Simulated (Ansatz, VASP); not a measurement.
## Two plane-wave programs on ScAl3

The input INCAR:

```
PREC = Accurate
ENCUT = 520
EDIFF = 1E-6
ISMEAR = 0
SIGMA = 0.1
LREAL = F
LASPH = T
NELM = 100
ALGO = Fast
ISIF = 2
LWAVE = F
LCHARG = T
GGA = PE
LELF = T
LVHAR = T
NBANDS = 18
```

KPOINTS

```
Automatic mesh
0
Gamma
  6 6 6
```

The input POSCAR:

```
ScAl3
1.0
   -2.0127950000      2.0127950000      4.4231960000
    2.0127950000     -2.0127950000      4.4231960000
    2.0127950000      2.0127950000     -4.4231960000
Sc Al
1 3
Direct
    0.0000000000      0.0000000000      0.0000000000
    0.7500000000      0.2500000000      0.5000000000
    0.2500000000      0.7500000000      0.5000000000
    0.5000000000      0.5000000000      0.0000000000
```

Input for Ansatz:

```yaml
crystal:
  lattice:
    - [-2.012795, 2.012795, 4.423196]
    - [2.012795, -2.012795, 4.423196]
    - [2.012795, 2.012795, -4.423196]
  atoms:
    - { symbol: Sc, position: [0.0, 0.0, 0.0] }
    - { symbol: Al, position: [0.75, 0.25, 0.5] }
    - { symbol: Al, position: [0.25, 0.75, 0.5] }
    - { symbol: Al, position: [0.5, 0.5, 0.0] }
basis:
  ecutwfc: 420
kpoints:
  mp_grid: { grid: [6, 6, 6] }
hamiltonian:
  xc: pbe
scf:
  occupations: { method: gaussian, width: 0.1 }
output:
  forces: true
  stress: true
  eigenvalues: true
```

The cell comes from a database or a generator and needn't be the stable form of this composition.

Alike in both runs: task single point; functional PBE; k mesh 6 × 6 × 6; occupations gaussian, width 0.1 eV; no spin polarisation.

```csv
,VASP,Ansatz
version,VASP 6.6.1,Ansatz 0.2.0
potentials or method,"VASP PAW PBE potentials, release 64 (Sc_sv, Al)","scalar-relativistic, plane waves, PAW"
plane-wave cutoff (eV),520,420
valence electrons in the cell,20,20
```

VASP gave:

* gap on the k mesh at the Fermi level (eV): none
* pressure (GPa): -0.4
* largest component of the traceless stress (GPa): 1.42

Task: Which values does Ansatz return?

Result: gap on the k mesh at the Fermi level (eV): none; pressure (GPa): -0.4; largest component of the traceless stress (GPa): 1.43.

A gap of «none» marks a metal or a gap that the smearing closes.

Caveats: the k mesh is coarse (spacing up to 0.37 Å⁻¹), so the values aren't converged.
